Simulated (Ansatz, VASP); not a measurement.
# One calculation of HfN, two programs

The input INCAR:

```
SYSTEM = HfN
PREC = Accurate
ENCUT = 520
EDIFF = 1E-7
ISMEAR = 1
SIGMA = 0.1
LREAL = .FALSE.
LASPH = .TRUE.
NELM = 100
ALGO = Normal
ISIF = 2
LWAVE = .FALSE.
LCHARG = .FALSE.
NBANDS = 14
```

KPOINTS

```
Automatic mesh
0
G
  10 10 10
  0 0 0
```

POSCAR

```
HfN
1.0
    0.0000000000      2.4977076014      2.4977076014
    2.4977076014      0.0000000000      2.4977076014
    2.4977076014      2.4977076014      0.0000000000
Hf N
1 1
Direct
    0.0000000000      0.0000000000      0.0000000000
    0.7500000000      0.7500000000      0.7500000000
```

Input for Ansatz:

```yaml
crystal:
  lattice:
    - [0.0, 2.4977076014251987, 2.4977076014251987]
    - [2.4977076014251987, 0.0, 2.4977076014251987]
    - [2.4977076014251987, 2.4977076014251987, 0.0]
  atoms:
    - { symbol: Hf, position: [0.0, 0.0, 0.0] }
    - { symbol: "N", position: [0.75, 0.75, 0.75] }
basis:
  ecutwfc: 500.0
kpoints:
  mp_grid:
    grid: [10, 10, 10]
hamiltonian:
  xc: lda
  pseudopotentials:
    kind: paw
scf:
  occupations:
    method: methfessel_paxton
output:
  stress: true
```

The cell comes from a database or a generator and needn't be the stable form of this composition.

Alike in both runs: task single point; functional LDA; k mesh 10 × 10 × 10; no spin polarisation.

```csv
,VASP,Ansatz
version,VASP 6.6.1,Ansatz 0.2.0
potentials or method,"VASP PAW LDA potentials, release 64 (Hf_pv, N)","plane waves, PAW"
plane-wave cutoff (eV),520,500
occupations,"methfessel-paxton of order 1, width 0.1 eV",methfessel-paxton of order 1
valence electrons in the cell,15,31
```

```csv
,VASP,Ansatz,Ansatz less VASP
pressure (GPa),-18.1,-17.7,+0.46
```

The two sets of potentials don't hold the same shells in valence.

Caveats: so large a pressure means that the cell lies far from this level's equilibrium, or that cutoff or potentials fall short (VASP). Spin-orbit coupling is left out, which matters for the levels of Hf.
